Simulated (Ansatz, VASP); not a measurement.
**Two plane-wave programs on Hf**

File INCAR:

```
PREC     = Accurate       # precision mode
ENCUT    = 520            # plane-wave cutoff, eV
EDIFF    = 1E-7           # SCF threshold, eV
ISMEAR   = -1             # smearing method
SIGMA    = 0.05           # smearing width, eV
LREAL    = False          # projectors in reciprocal space
LASPH    = True           # aspherical terms in the spheres
NELM     = 100            # most SCF steps
ALGO     = Normal         # electronic algorithm
ISIF     = 2              # what is computed and relaxed
LWAVE    = False          # write WAVECAR
LCHARG   = False          # write CHGCAR
GGA      = PS             # functional
NBANDS   = 17             # bands
```

Contents of KPOINTS:

```
Automatic mesh
0
Gamma
  10 10 5
```

Contents of POSCAR:

```
Hf
1.0
    3.1967000000      0.0000000000      0.0000000000
   -1.5983500000      2.7684234083      0.0000000000
    0.0000000000      0.0000000000      5.0578000000
Hf
2
Direct
    0.6666666667      0.3333333333      0.7500000000
    0.3333333333      0.6666666667      0.2500000000
```

File input.yaml:

```yaml
crystal:
  lattice:
    - [3.1967, 0.0, 0.0]
    - [-1.59835, 2.7684234083, 0.0]
    - [0.0, 0.0, 5.0578]
  atoms:
    - { symbol: Hf, position: [0.6666666667, 0.3333333333, 0.75] }
    - { symbol: Hf, position: [0.3333333333, 0.6666666667, 0.25] }
hamiltonian:
  xc: pbesol
  pseudopotentials: { kind: paw }
kpoints:
  mp_grid: { grid: [10, 10, 5] }
scf:
  occupations: { method: fermi_dirac, width: 0.05 }
output:
  forces: true
  stress: true
  eigenvalues: true
```

Alike in both runs: task single point; functional PBEsol; k mesh 10 × 10 × 5; occupations fermi-dirac, width 0.05 eV; no spin polarisation.

```csv
,VASP,Ansatz
version,VASP 6.6.1,Ansatz 0.2.0
potentials or method,"VASP PAW PBE potentials, release 64 (Hf_pv)",Ansatz PAW
plane-wave cutoff (eV),520,420
valence electrons in the cell,20,52
```

VASP gave:

```
gap on the k mesh at the Fermi level (eV)       : none
pressure (GPa)                                  : -4.3
largest component of the traceless stress (GPa) : 0.34
```

**Question.** Estimate Ansatz's values.

**Answer.** gap on the k mesh at the Fermi level (eV): none; pressure (GPa): -3.9; largest component of the traceless stress (GPa): 0.29.

A gap of «none» marks a metal or a gap that the smearing closes. The functional is the same, so the differences come from potentials, cutoffs and numerics. The two sets of potentials don't hold the same shells in valence.

Caveats: the PAW data sets were made with another functional, which shifts forces and pressure a little (VASP); the PAW data sets come from PBE, with cores solved anew for the run's functional, which leaves a small shift of forces and pressure (Ansatz). Spin-orbit coupling is left out, which matters for the levels of Hf.
